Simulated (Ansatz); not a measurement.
## How many bands does the GW gap of BaTiO3 (P4mm) need?

Wanted: a G0W0 gap for BaTiO3 (P4mm) that is converged in bands and cutoff, or an estimate of the limit.

Program: Ansatz 0.2.0. Level of theory: G0W0 on PBE, plane waves, PAW. Results are calculated unless marked as measured.

This is a report of a sequence of runs, with most program output left out.

### Step 1. Set-up

It takes space group P4mm (No. 99, tetragonal). The conventional cell has a = 3.990 Å, b = 3.990 Å, c = 4.023 Å, α = 90.00°, β = 90.00°, γ = 90.00°. Nearest to Ba lie 12 O at 2.80 to 2.87 Å. Nearest to Ti lie 6 O at 1.84 to 2.18 Å. Nearest to O lie 2 Ti at 1.84 to 2.18 Å and 4 Ba at 2.82 Å. Nearest to O lie 2 Ti at 2.00 Å and 4 Ba at 2.80 to 2.87 Å. Farther neighbours and most contacts between anions are not listed.

The cell and positions come from the Crystallography Open Database and are kept as given unless a step says otherwise. Spin-orbit coupling is left out unless a step names it. The default PAW set here is soft_2. Its files were made with PBE.

### Step 2. 67 empty bands, screening to 60 eV

G0W0 replaces the xc potential by the self-energy, built once from these orbitals. Only a window of levels is corrected, while the sums run over the empty bands that the input names.

input.yaml

```yaml
crystal:
  lattice:
    - [3.99048, 0.0, 0.0]
    - [0.0, 3.99048, 0.0]
    - [0.0, 0.0, 4.02303]
  atoms:
    - { symbol: Ba, position: [0.0, 0.0, 0.0] }
    - { symbol: Ti, position: [0.5, 0.5, 0.522] }
    - { symbol: O, position: [0.5, 0.5, 0.979] }
    - { symbol: O, position: [0.5, 0.0, 0.488] }
    - { symbol: O, position: [0.0, 0.5, 0.488] }
kpoints:
  mp_grid: { grid: [4, 4, 4] }
hamiltonian:
  xc: pbe
scf:
  occupations: { method: fixed }
gw:
  n_empty_bands: 67
  ecut_chi: 60
  qp_bands: [v2, c2]
  qp_kpoints: band_edges
  screening: { model: contour_deformation }
```

On the command line:

```bash
ansatz run input.yaml --threads 3 --pin off --max-ram 92160MiB --backend cuda --events-out ev --progress --plain --runs-dir out --devices 1 --max-vram 13GiB
```

Run time: 20 s. Hardware: 1 × NVIDIA H100 80GB HBM3 (shared by 6 runs) with 3 threads of AMD EPYC 7R13 (Zen 3), shared host; peak memory 1.1 GiB; 22 s of CPU time.

Numbers from this step:

* bands summed: 87
* RPA ε∞ on this mesh (eigenvalues): 5.721, 6.334, 6.334
* plane waves in the screening matrix: 81
* q-points in the mesh: 64
* G0W0 gap on the mesh: 3.467 eV
* k of the valence top: -0.5, -0.5, -0.5
* k of the conduction bottom: 0, 0, 0
* starting gap on the mesh: 1.856 eV
* Z at the valence top: 0.7248
* Z at the conduction bottom: 0.7423
* least direct G0W0 gap on the computed points: 3.775 eV

The gap on the mesh goes from 1.86 eV to 3.47 eV, a correction of +1.61 eV. Between the two edge states, bare exchange in place of the xc potential would open the gap by 12.75 eV, and correlation takes back 11.14 eV.

### Step 3. 191 empty bands, screening to 120 eV

Bands and screening cutoff are moved together, since each hides the error of the other.

input.yaml: that of step 2 with these lines changed.

```diff
@@ -18,4 +18,4 @@
 gw:
-  n_empty_bands: 67
-  ecut_chi: 60
+  n_empty_bands: 191
+  ecut_chi: 120
   qp_bands: [v2, c2]
```

It took 21 s on 1 × NVIDIA H100 80GB HBM3 (shared by 6 runs) with 3 threads; peak memory 1.3 GiB.

Numbers from this step:

* bands summed: 211
* RPA ε∞ on this mesh (eigenvalues): 5.654, 6.265, 6.265
* plane waves in the screening matrix: 179
* q-points in the mesh: 64
* G0W0 gap on the mesh: 3.326 eV
* k of the valence top: -0.5, -0.5, -0.5
* k of the conduction bottom: 0, 0, 0
* starting gap on the mesh: 1.856 eV
* Z at the valence top: 0.7164
* Z at the conduction bottom: 0.7369
* least direct G0W0 gap on the computed points: 3.666 eV

Against the run with 4×4×4 mesh, 67 empty bands, screening to 60 eV, the gap moves by −0.14 eV.

### Step 4. 411 empty bands, screening to 200 eV

input.yaml: that of step 3 with these lines changed.

```diff
@@ -18,4 +18,4 @@
 gw:
-  n_empty_bands: 191
-  ecut_chi: 120
+  n_empty_bands: 411
+  ecut_chi: 200.0
   qp_bands: [v2, c2]
```

The job ended after 36 s (1 × NVIDIA H100 80GB HBM3 (shared by 6 runs) with 3 threads; peak memory 1.8 GiB; 49 s of CPU time).

This step gave:

```
bands summed                                 : 431
RPA ε∞ on this mesh (eigenvalues)            : 5.636, 6.245, 6.245
plane waves in the screening matrix          : 437
G0W0 gap on the mesh                         : 3.374 eV
k of the valence top                         : -0.5, -0.5, -0.5
k of the conduction bottom                   : 0, 0, 0
starting gap on the mesh                     : 1.856 eV
least direct G0W0 gap on the computed points : 3.723 eV
```

Against the run with 4×4×4 mesh, 191 empty bands, screening to 120 eV, the gap moves by +0.05 eV.

### Step 5. Changing the frequency model: 4×4×4 mesh, 191 empty bands, screening to 120 eV, plasmon pole

A plasmon pole stands in for the full frequency dependence of the screening; this run shows what that costs in accuracy. Bands and cutoff differ from the step before, so it is read against an earlier run that matches them.

input.yaml: that of step 4 with these lines changed.

```diff
@@ -18,6 +18,6 @@
 gw:
-  n_empty_bands: 411
-  ecut_chi: 200.0
+  n_empty_bands: 191
+  ecut_chi: 120
   qp_bands: [v2, c2]
   qp_kpoints: band_edges
-  screening: { model: contour_deformation }
+  screening: { model: godby_needs }
```

Run time: 28 s. Hardware: 1 × NVIDIA H100 80GB HBM3 (shared by 6 runs) with 3 threads; peak memory 1.3 GiB.

This step gave:

```yaml
bands_summed: 211
plasmon_pole_fit_frequency: 29.34 eV
rpa_eps_infinity_on_this_mesh_eigenvalues: 5.654, 6.265, 6.265
plane_waves_in_the_screening_matrix: 179
g0w0_gap_on_the_mesh: 3.316 eV
k_of_the_valence_top: -0.5, -0.5, -0.5
k_of_the_conduction_bottom: 0, 0, 0
starting_gap_on_the_mesh: 1.856 eV
least_direct_g0w0_gap_on_the_computed_points: 3.664 eV
```

Against the run with 4×4×4 mesh, 191 empty bands, screening to 120 eV, the gap moves by −0.010 eV.

### Step 6. Changing the files: 4×4×4 mesh, 191 empty bands, screening to 120 eV, hard PAW files

Other atomic data (hard PAW) test the pseudisation: the cutoff goes from 420 to 930 eV, with the same valence electrons.

input.yaml: that of step 5 with these lines changed.

```diff
@@ -15,2 +15,3 @@
   xc: pbe
+  pseudopotentials: { kind: paw, source: ansatz }
 scf:
@@ -22,2 +23,2 @@
   qp_kpoints: band_edges
-  screening: { model: godby_needs }
+  screening: { model: contour_deformation }
```

Elapsed: 21 s, on 1 × NVIDIA H100 80GB HBM3 (shared by 6 runs) with 3 threads; peak memory 1.5 GiB; 21 s of CPU time.

Numbers from this step:

* bands summed: 211
* RPA ε∞ on this mesh (eigenvalues): 5.657, 6.271, 6.271
* plane waves in the screening matrix: 179
* G0W0 gap on the mesh: 3.328 eV
* k of the valence top: -0.5, -0.5, -0.5
* k of the conduction bottom: 0, 0, 0
* starting gap on the mesh: 1.850 eV
* least direct G0W0 gap on the computed points: 3.669 eV

Against the run with 4×4×4 mesh, 191 empty bands, screening to 120 eV, the gap moves by +0.001 eV.

### Step 7. The runs together

Times are wall times on 1 × NVIDIA H100 80GB HBM3 (shared by 6 runs) with 3 threads of AMD EPYC 7R13 (Zen 3), shared host, good to a factor of about two.

```
 mesh        files            frequency  bands summed  cutoff (eV)  start (eV)  G0W0 (eV)  time  host memory (GiB)
4×4×4  default PAW  contour deformation            87           60       1.856      3.467  20 s                1.1
4×4×4  default PAW  contour deformation           211          120       1.856      3.326  21 s                1.3
4×4×4  default PAW  contour deformation           431          200       1.856      3.374  36 s                1.8
4×4×4  default PAW         plasmon pole           211          120       1.856      3.316  28 s                1.3
4×4×4     hard PAW  contour deformation           211          120       1.850      3.328  21 s                1.5
```

How the two edges are built up, in eV (the quasiparticle level is the starting level plus Σx plus Σc less Vxc):

```
      run               edge  start      Σx     Σc     Vxc     Z     QP
 87 bands        valence top  10.40  -25.89   5.12  -20.80  0.72  10.43
 87 bands  conduction bottom  12.26  -12.54  -6.02  -20.21  0.74  13.90
211 bands        valence top  10.40  -25.89   4.82  -20.80  0.72  10.14
211 bands  conduction bottom  12.26  -12.54  -6.46  -20.21  0.74  13.46
431 bands        valence top  10.40  -25.89   4.58  -20.80  0.71   9.90
431 bands  conduction bottom  12.26  -12.54  -6.65  -20.21  0.73  13.27
```

### Step 8. Summary of results

```json
{
  "87 bands, 60 eV": "3.467 eV",
  "211 bands, 120 eV": "3.326 eV",
  "431 bands, 200 eV": "3.374 eV",
  "mesh and start": "4×4×4, PBE"
}
```

In words: From 87 to 431 bands the gap moves by −0.09 eV. Σc changes by −0.54 eV at the valence top and −0.63 eV at the conduction bottom, so the levels themselves move more than the gap between them. The gap turns back along the series, so no limit is drawn from it. The plasmon-pole model gives −0.01 eV against contour deformation, 1 % of the correction, and saved no time in this program. Hard PAW files move the gap by +0.001 eV at equal bands and cutoff, −0.01 eV of it in the start. The 4×4×4 mesh is coarse for this cell (its supercell is 16 Å along the shortest edge). The RPA ε∞ on it, from the PBE start, is 5.64 and 6.24; such meshes misread the long-range screening, most where the gap is narrow. The many-body steps are scalar-relativistic: spin-orbit coupling is not in them.

[Paths, hosts, dates, memory and timing lines, banners, echoed tables and standing remarks are left out of the program output.]

[Logs are printed without paths, hosts, clocks, repeated set-up lines and the standing remarks that a program may print on its own settings, such as how far it seeks lower states.]

[Runs of the session that timed out or met a known fault of the program may be left out.]

[Cells called generated may have been cut or substituted from an entry of the Crystallography Open Database or the Materials Project.]

[Hosts, paths, dates, database ids (printed as entryN), source tags and the programs' standing remarks are cut or masked in the printed files.]
